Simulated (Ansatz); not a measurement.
The system is Yb.

```xyz
1
Lattice="0.0000 2.8739 2.8739 2.8739 0.0000 2.8739 2.8739 2.8739 0.0000" Properties=species:S:1:pos:R:3 pbc="T T T"
Yb    0.0000    0.0000    0.0000
```

The cell isn't the ideal one: volume scaled by 1.15.

- Program: Ansatz 0.2.0
- Task: relaxation of cell and atoms
- Functional: BLYP
- Dispersion: D3(BJ)+ATM
- Potentials or basis: all-electron LAPW, scalar-relativistic
- Basis error allowed: 0.001 eV/atom
- k mesh: 8 × 8 × 8
- Occupations: fermi-dirac, width 0.025 eV
- Spin: collinear spin, ferromagnetic start
- Starting moments: [1.0] μB
- Fixed moment: 1 μB

At the start: volume 47.47 Å³/atom.

Task: How do energy, volume and symmetry change on relaxing?

Result: Over 6 steps the energy falls by 329.0 meV/atom and the volume is 30.62 Å³/atom (-35.5 %); space group Fm-3m (No. 225, to 0.05 Å).

Step by step:
| step | energy change (eV) | largest force (eV/Å) | volume (Å³) |
| --- | --- | --- | --- |
| 1 | 0.0000 | 0.0000 | 47.47 |
| 2 | -0.1529 | 0.0000 | 41.92 |
| 3 | -0.2841 | 0.0000 | 35.85 |
| 4 | -0.3289 | 0.0000 | 30.39 |
| 5 | -0.3290 | 0.0000 | 30.62 |
| 6 | -0.3290 | 0.0000 | 30.62 |

Final structure:
```xyz
1
Lattice="0.0000 2.4831 2.4831 2.4831 0.0000 2.4831 2.4831 2.4831 0.0000" Properties=species:S:1:pos:R:3 pbc="T T T"
Yb    0.0000    0.0000    0.0000
```

Caveat: an open f shell can end in a state above the lowest; the total moment is fixed, so each spin has its own Fermi level.
